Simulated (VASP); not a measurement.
# BP: G0W0 on PBE, by volume over the given one and cell

BP, F-43m (no. 216), 2 atoms in the cell. PBE, GW; PAW potentials P_GW, B_GW (PBE set).

| Volume over the given one | Cell | Quasiparticle gap on the mesh (eV) | Gap of the starting point on the mesh (eV) | Quasiparticle gap at the zone centre (eV) | Starting gap at the zone centre (eV) | Correction of the gap between the band edges on the mesh (eV) | Time (s) |
|---|---|---|---|---|---|---|---|
| 0.94 | scale = 0.94 | 1.86 | 1.19 | 4.40 | 3.49 | 0.67 | 12 |
| 0.97 | scale = 0.97 | ? | ? | ? | ? | ? | 12 |
| 1 | as given | 2.00 | 1.32 | 4.31 | 3.39 | 0.68 | 12 |
| 1.03 | scale = 1.03 | 2.06 | 1.37 | 4.27 | 3.35 | 0.68 | 15 |

What would be expected in the open row?

Answer: Quasiparticle gap on the mesh (eV): 1.93, Gap of the starting point on the mesh (eV): 1.25, Quasiparticle gap at the zone centre (eV): 4.35, Starting gap at the zone centre (eV): 3.43, Correction of the gap between the band edges on the mesh (eV): 0.68.

Limits: the mesh is coarse: the screening isn't converged, and the gap may still move by about 0.1 eV.

## Input of the first row

INCAR.step1:
```
ALGO     = Normal         # electronic algorithm
EDIFF    = 1E-8           # SCF threshold, eV
ENCUT    = 400            # plane-wave cutoff, eV
GGA      = PE             # functional
ISMEAR   = 0              # smearing method
KPAR     = 4            
LASPH    = True           # aspherical terms in the spheres
LCHARG   = False          # write CHGCAR
LREAL    = False          # projectors in reciprocal space
LWAVE    = True           # write WAVECAR
NELM     = 150            # most SCF steps
PREC     = Accurate       # precision mode
SIGMA    = 0.05           # smearing width, eV
```

INCAR.step2, as INCAR.step1 but for:
```
- ALGO = Normal
- NELM = 150
+ ALGO = Exact
+ ISTART = 1
+ LOPTICS = True
+ NBANDS = 144
+ NELM = 1
```

INCAR.step3, as INCAR.step2 but for:
```
- ALGO = Exact
- EDIFF = 1E-8
- LOPTICS = True
- LWAVE = True
- NELM = 1
+ ALGO = EVGW0
+ ENCUTGW = 200
+ LWAVE = False
+ NBANDSGW = 8
+ NELMGW = 1
+ NOMEGA = 48
+ PRECFOCK = Fast
```

KPOINTS:
```
k-points
0
Gamma
  4 4 4
```

POSCAR:
```
BP
1.0
    0.0000000000      2.2226808807      2.2226808807
    2.2226808807      0.0000000000      2.2226808807
    2.2226808807      2.2226808807      0.0000000000
P B
1 1
Direct
    0.7500000000      0.7500000000      0.7500000000
    0.0000000000      0.0000000000      0.0000000000
```

Commands (each step's output is kept before the next begins):
```
cat potpaw_PBE.64/P_GW/POTCAR potpaw_PBE.64/B_GW/POTCAR > POTCAR
cp INCAR.step1 INCAR
mpirun -np 4 vasp_std > vasp.out
cp INCAR.step2 INCAR
mpirun -np 4 vasp_std > vasp.out
cp INCAR.step3 INCAR
mpirun -np 4 vasp_std > vasp.out
```

VASP 6.6.1 took 12 s on 4 cores (Intel Xeon Platinum 8375C @ 2.90GHz (Ice Lake)), a shared host.
